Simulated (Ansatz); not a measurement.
## Ionic part of the dielectric constant of ZrO₂ at 18 GPa, mode by mode

Computed with DFT PBE, scalar-relativistic, plane waves, PAW in Ansatz 0.2.0. Settings: 420 eV plane-wave cutoff, Γ-centred 6×6×6 mesh, fixed occupations. No spin polarisation. Phonons by linear response, acoustic sum rule imposed.

Symmetry: P4_2/nmc, No. 137, tetragonal system. The conventional cell has a = 3.539 Å, b = 3.539 Å, c = 5.061 Å, α = 90.00°, β = 90.00°, γ = 90.00°. Zr (site symmetry -4m2) is surrounded by 8 O at 2.07 to 2.29 Å. O (site symmetry 2mm) has 4 Zr at 2.07 to 2.29 Å as nearest neighbours.

Other phases may be more stable at this pressure.

The primitive cell has V = 63.40 Å³ and ε∞,xx = 5.713. Each polar mode adds Δε = (4.92064×10⁷/V)·S/ν² along x, with S its oscillator strength in e²/amu, ν in cm⁻¹ and V in Å³.

Question: From these modes, find each Δε and ε0,xx.
```
ν (cm⁻¹) S_xx (e²/amu)
   186.9          1.115
   446.1          1.771
```

Answer:
```json
{"ν (cm⁻¹)": "186.9", "Δε": "24.78"}
{"ν (cm⁻¹)": "446.1", "Δε": "6.91"}
```

The sum is 31.683, so ε0,xx = 37.40; the run's tensor has 37.40.

Question: Where do the longitudinal modes lie for a wave vector along x?

Answer: At 290, 736 cm⁻¹. The Lyddane–Sachs–Teller product Π(ν_LO/ν_TO)² = 6.55 matches ε0/ε∞ = 6.55.

This form isn't the usual stable structure of the compound at low pressure.

Cost: 1 run of about 1.5 core-minutes, on AMD EPYC 9R45 (Zen 5) (shared hosts).